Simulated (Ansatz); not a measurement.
N (P6_3/mmc) from a database of computed structures, relaxed with r2SCAN+rVV10 in Ansatz. The symmetry is P6_3/mmc (No. 194, hexagonal); a = 3.580 Å, c = 7.642 Å in the conventional setting, 21.21 Å³ an atom. N has 1 N at 1.09 Å.

The axes x, y and z are those of this cell:
```xyz
4
Lattice="3.5804 0.0000 0.0000 -1.7902 3.1007 0.0000 0.0000 0.0000 7.6415" Properties=species:S:1:pos:R:3 pbc="T T T"
N     0.0000    2.0672    2.4573
N     0.0000    2.0672    1.3635
N     1.7902    1.0336    6.2780
N     1.7902    1.0336    5.1842
```

Unstrained: With PBE the valence top lies at k = (0.146, 1/6, 0) and the conduction bottom at M, 7.077 eV higher; the smallest vertical gap, at M, is 7.129 eV. The r2SCAN gap is indirect, 7.735 eV (k = (0.146, 1/6, 0) to M), below the direct gap of 7.790 eV at M. The HSE06 gap is indirect, 9.372 eV (k = (0.146, 1/6, 0) to M), below the direct gap of 9.427 eV at M. Meshes: PBE 12×12×4, r2SCAN 12×12×4, HSE06 6×6×2. Strains are changes of length per length. After each strain the atoms were relaxed again with r2SCAN+rVV10 within the symmetry that the strain leaves, so tilts or polar shifts that break it weren't tested; points keep the names that they have in the unstrained zone. The values are computed, spin-unpolarised, and not measurements.

Task: Apply uniaxial +3.65 % along z, other directions held. How far does the gap move, against the unstrained cell?

Result: PBE: the gap goes from 7.077 to 7.159 eV (+0.082 eV); the edges go from (0.146, 1/6, 0) → M to Γ–K (0.56) → M. r2SCAN: the gap goes from 7.735 to 7.831 eV (+0.096 eV); the edges go from (0.146, 1/6, 0) → M to Γ–K (0.56) → M. HSE06: the gap goes from 9.372 to 9.461 eV (+0.089 eV); the edges go from (0.146, 1/6, 0) → M to Γ–K (0.56) → M.

Task: Apply biaxial +1.15 % in x and y, z held. How far does the gap move, against the unstrained cell?

Result: PBE: the gap goes from 7.077 to 7.117 eV (+0.040 eV); the edges go from (0.146, 1/6, 0) → M to (1/8, 0.177, 0) → M. r2SCAN: the gap goes from 7.735 to 7.782 eV (+0.047 eV); the edges go from (0.146, 1/6, 0) → M to (1/8, 0.177, 0) → M. HSE06: the gap goes from 9.372 to 9.416 eV (+0.044 eV); the edges go from (0.146, 1/6, 0) → M to (1/8, 0.177, 0) → M.

Where an edge lies off the special points, it is a point of the mesh or the k point where a search put PBE's edge or least direct gap, reused for the other functionals, whose own edges may lie a little apart.

Coordinates of k points refer to the reciprocal vectors of the primitive cell of the runs.

The meshes of the hybrids are coarse, so their gaps aren't converged to the digits shown.
